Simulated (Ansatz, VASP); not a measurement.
**K: VASP beside Ansatz**

INCAR

```
SYSTEM = K
PREC = Accurate
ENCUT = 600
EDIFF = 1E-6
ISMEAR = 0
SIGMA = 0.1
LREAL = .False.
LASPH = .True.
NELM = 60
ALGO = Normal
ISIF = 3
LWAVE = .False.
LCHARG = .False.
GGA = PS
IBRION = 2
NSW = 100
EDIFFG = -0.005
```

KPOINTS

```
regular mesh
0
Gamma
  12 12 12
  0 0 0
```

The input POSCAR:

```
K
1.0
   -2.6125000000      2.6125000000      2.6125000000
    2.6125000000     -2.6125000000      2.6125000000
    2.6125000000      2.6125000000     -2.6125000000
K
1
Direct
    0.0000000000      0.0000000000      0.0000000000
```

Input for Ansatz:

```yaml
crystal:
  lattice:
    - [-2.6125, 2.6125, 2.6125]
    - [2.6125, -2.6125, 2.6125]
    - [2.6125, 2.6125, -2.6125]
  atoms:
    - { symbol: K, position: [0.0, 0.0, 0.0] }
basis:
  ecutwfc: 420
kpoints:
  mp_grid: { grid: [12, 12, 12] }
hamiltonian:
  xc: pbesol
scf:
  occupations: { method: gaussian, width: 0.1 }
output:
  forces: true
  stress: true
  eigenvalues: true
relax:
  adjacent_minimum: "off"
  f_tol: 0.005
  max_steps: 80
  cell: { stress_tol: 0.05 }
```

Alike in both runs: task relaxation of cell and atoms; functional PBEsol; k mesh 12 × 12 × 12; occupations gaussian, width 0.1 eV; no spin polarisation.

```csv
,VASP,Ansatz
version,VASP 6.6.1,Ansatz 0.2.0
potentials or method,"VASP PAW PBE potentials, release 64 (K_sv)","scalar-relativistic, plane waves, PAW"
plane-wave cutoff (eV),600,420
valence electrons in the cell,9,9
```

|  | VASP | Ansatz | Ansatz less VASP |
| --- | --- | --- | --- |
| gap on the k mesh at the Fermi level, each at its own relaxed structure (eV) | none | none | - |
| relaxed volume (Å³/atom) | 71.00 | 71.32 | +0.322 |
| relaxed cell length with the largest relative difference (Å) | 4.518 | 4.525 | +0.0068 |

A gap of «none» marks a metal or a gap that the smearing closes.

Caveats: the PAW data sets were made with another functional, which shifts forces and pressure a little (VASP).
